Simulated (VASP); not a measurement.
Set up this calculation in VASP 6.6.1, as the native input.

```yaml
Task: relaxation of cell and atoms
Functional: revPBE
Dispersion: D2
Potentials_or_basis: VASP PAW PBE potentials, release 64 (Al)
Cutoff: 600 eV
k_mesh: 8 × 8 × 8
Occupations: fermi-dirac, width 0.1 eV
Spin: no spin polarisation
Further_INCAR_settings: ALGO = Normal; EDIFF = 1e-06; IBRION = 2; EDIFFG = -0.01; NSW = 60; ISIF = 3
```

The structure of Al lies in Al.cif:

```cif
data_Al
_cell_length_a 3.18243738
_cell_length_b 3.18243738
_cell_length_c 3.18243738
_cell_angle_alpha 90.00000000
_cell_angle_beta 90.00000000
_cell_angle_gamma 90.00000000
_space_group_name_H-M_alt 'Im-3m'
_space_group_name_Hall '-I 4 2 3'
_space_group_IT_number 229
loop_
_space_group_symop_operation_xyz
'x,y,z'
'-x,-y,-z'
'-y,x,z'
'y,-x,-z'
'-x,-y,z'
'x,y,-z'
'y,-x,z'
'-y,x,-z'
'x,-y,-z'
'-x,y,z'
'-y,-x,-z'
'y,x,z'
'-x,y,-z'
'x,-y,z'
'y,x,-z'
'-y,-x,z'
'z,x,y'
'-z,-x,-y'
'z,-y,x'
'-z,y,-x'
'z,-x,-y'
'-z,x,y'
'z,y,-x'
'-z,-y,x'
'-z,x,-y'
'z,-x,y'
'-z,-y,-x'
'z,y,x'
'-z,-x,y'
'z,x,-y'
'-z,y,x'
'z,-y,-x'
'y,z,x'
'-y,-z,-x'
'x,z,-y'
'-x,-z,y'
'-y,z,-x'
'y,-z,x'
'-x,z,y'
'x,-z,-y'
'-y,-z,x'
'y,z,-x'
'-x,-z,-y'
'x,z,y'
'y,-z,-x'
'-y,z,x'
'x,-z,y'
'-x,z,-y'
'x+1/2,y+1/2,z+1/2'
'-x+1/2,-y+1/2,-z+1/2'
'-y+1/2,x+1/2,z+1/2'
'y+1/2,-x+1/2,-z+1/2'
'-x+1/2,-y+1/2,z+1/2'
'x+1/2,y+1/2,-z+1/2'
'y+1/2,-x+1/2,z+1/2'
'-y+1/2,x+1/2,-z+1/2'
'x+1/2,-y+1/2,-z+1/2'
'-x+1/2,y+1/2,z+1/2'
'-y+1/2,-x+1/2,-z+1/2'
'y+1/2,x+1/2,z+1/2'
'-x+1/2,y+1/2,-z+1/2'
'x+1/2,-y+1/2,z+1/2'
'y+1/2,x+1/2,-z+1/2'
'-y+1/2,-x+1/2,z+1/2'
'z+1/2,x+1/2,y+1/2'
'-z+1/2,-x+1/2,-y+1/2'
'z+1/2,-y+1/2,x+1/2'
'-z+1/2,y+1/2,-x+1/2'
'z+1/2,-x+1/2,-y+1/2'
'-z+1/2,x+1/2,y+1/2'
'z+1/2,y+1/2,-x+1/2'
'-z+1/2,-y+1/2,x+1/2'
'-z+1/2,x+1/2,-y+1/2'
'z+1/2,-x+1/2,y+1/2'
'-z+1/2,-y+1/2,-x+1/2'
'z+1/2,y+1/2,x+1/2'
'-z+1/2,-x+1/2,y+1/2'
'z+1/2,x+1/2,-y+1/2'
'-z+1/2,y+1/2,x+1/2'
'z+1/2,-y+1/2,-x+1/2'
'y+1/2,z+1/2,x+1/2'
'-y+1/2,-z+1/2,-x+1/2'
'x+1/2,z+1/2,-y+1/2'
'-x+1/2,-z+1/2,y+1/2'
'-y+1/2,z+1/2,-x+1/2'
'y+1/2,-z+1/2,x+1/2'
'-x+1/2,z+1/2,y+1/2'
'x+1/2,-z+1/2,-y+1/2'
'-y+1/2,-z+1/2,x+1/2'
'y+1/2,z+1/2,-x+1/2'
'-x+1/2,-z+1/2,-y+1/2'
'x+1/2,z+1/2,y+1/2'
'y+1/2,-z+1/2,-x+1/2'
'-y+1/2,z+1/2,x+1/2'
'x+1/2,-z+1/2,y+1/2'
'-x+1/2,z+1/2,-y+1/2'
loop_
_atom_site_label
_atom_site_type_symbol
_atom_site_symmetry_multiplicity
_atom_site_Wyckoff_symbol
_atom_site_fract_x
_atom_site_fract_y
_atom_site_fract_z
_atom_site_occupancy
Al1 Al 2 a 0.0000000000 0.0000000000 0.0000000000 1
```

The structure of Al lies in POSCAR:

```
Al
 1.0000000000000000
     3.1824373800000001    0.0000000000000000    0.0000000000000000
     0.0000000000000000    3.1824373800000001    0.0000000000000000
     0.0000000000000000    0.0000000000000000    3.1824373800000001
 Al 
   2
Cartesian
  0.0000000000000000  0.0000000000000000  0.0000000000000000
  1.5912186900000000  1.5912186900000000  1.5912186900000000
```

This isn't the form of Al at room conditions, which is fcc.

One way to write it, as run:

INCAR

```
SYSTEM = Al
PREC = Accurate ; ENCUT = 600
EDIFF = 1E-6 ; ISMEAR = -1
SIGMA = 0.1 ; LREAL = .False.
LASPH = .True. ; NELM = 60
ALGO = Normal ; ISIF = 3
LWAVE = .False. ; LCHARG = .False.
GGA = RE ; IVDW = 1
IBRION = 2 ; NSW = 60
EDIFFG = -0.01
```

KPOINTS

```
Automatic mesh
0
Gamma
  8 8 8
  0 0 0
```

Potentials or basis: VASP PAW PBE potentials, release 64 (Al).

Launch:

```console
$ ase convert -i cif -o vasp Al.cif POSCAR
$ cat potpaw_PBE.64/Al/POTCAR > POTCAR
$ mpirun -np 1 vasp_std > vasp.out
```

It gave:

| Property | Result |
| --- | --- |
| Relaxed volume | 17.16 Å³/atom |
| Relaxed cell | a = 3.250 Å, b = 3.250 Å, c = 3.250 Å, α = 90.00°, β = 90.00°, γ = 90.00° |
| Space group after relaxing (to 0.05 Å) | Im-3m (No. 229) |
| Energy gained by relaxing | 13.5 meV/atom |
| Ionic steps | 2 |
| Pressure after relaxing | 0.0 GPa |
| Band gap on the k mesh | none (metal or under the smearing width) |
| Dispersion energy per atom | -0.468 eV |

Caveat: atom-pairwise D2, TS and ULG terms overbind metals; the PAW data sets were made with another functional, which shifts forces and pressure a little; pairwise dispersion overbinds metals, which lowers pressure and volume.

Wall time 9.4 s on 1 thread of Intel(R) Xeon(R) Platinum 8488C (Sapphire Rapids), with other jobs on the host, peak memory 0.15 GiB.
